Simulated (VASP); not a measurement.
## Ti2O: atomic charges with HSE03+D3(BJ)

Ti2O:

```
CELL_PARAMETERS angstrom
2.91940 0.00000 0.00000
-1.45970 2.52827 0.00000
0.00000 0.00000 4.71300
ATOMIC_POSITIONS crystal
Ti 0.33333 0.66667 0.72126
Ti 0.66667 0.33333 0.27874
O 0.00000 0.00000 0.00000
```

- Program: VASP 6.6.1
- Task: atomic charges
- Functional: HSE03
- Dispersion: D3(BJ)
- Potentials or basis: VASP PAW PBE potentials, release 64 (Ti_sv, O)
- Cutoff: 520 eV
- k mesh: 5 × 5 × 3
- Occupations: tetrahedron
- Spin: no spin polarisation
- Grid for exact exchange (PRECFOCK): Fast
- Further INCAR settings: PREC = Normal; ALGO = Normal; EDIFF = 1e-06; NBANDS = 19

The pressure is -16.5 GPa and the largest force is 0.856 eV/Å. The band gap on the k mesh is none (metal or under the smearing width), the valence electrons inside the program's atomic spheres are Ti 10.28; O 5.10 and the dispersion energy per atom is -1.739 eV.

Forces in eV/Å, atoms in the order of the input:
```
Ti   0.000  0.000  0.856
Ti   0.000  0.000 -0.856
O    0.000  0.000  0.000
```

Stress tensor (GPa, compression positive):
```
-18.80   0.00   0.00
  0.00 -18.80   0.00
  0.00   0.00 -12.00
```

Levels at points of the mesh, in eV from the Fermi level:
| k point | band 12 | band 13 | band 14 | band 15 | band 16 | band 17 | band 18 | band 19 |
| --- | --- | --- | --- | --- | --- | --- | --- | --- |
| (0.00, 0.00, 0.00) | -7.14 | -4.93 | -0.97 | 0.31 | 0.47 | 0.50 | 0.95 | 1.00 |

Wall time 12 min on 1 thread of Intel(R) Xeon(R) Platinum 8559C (Emerald Rapids), with other jobs on the host, peak memory 0.23 GiB.

Caveat: the k mesh is coarse (spacing up to 0.50 Å⁻¹), so the values aren't converged, least of all with exact exchange; so large a pressure means that the cell lies far from this level's equilibrium, or that cutoff or potentials fall short; the potentials were made for another functional, which shifts forces and pressure; pairwise dispersion overbinds metals, which lowers pressure and volume; tetrahedron occupations give inexact forces and stress in metals.
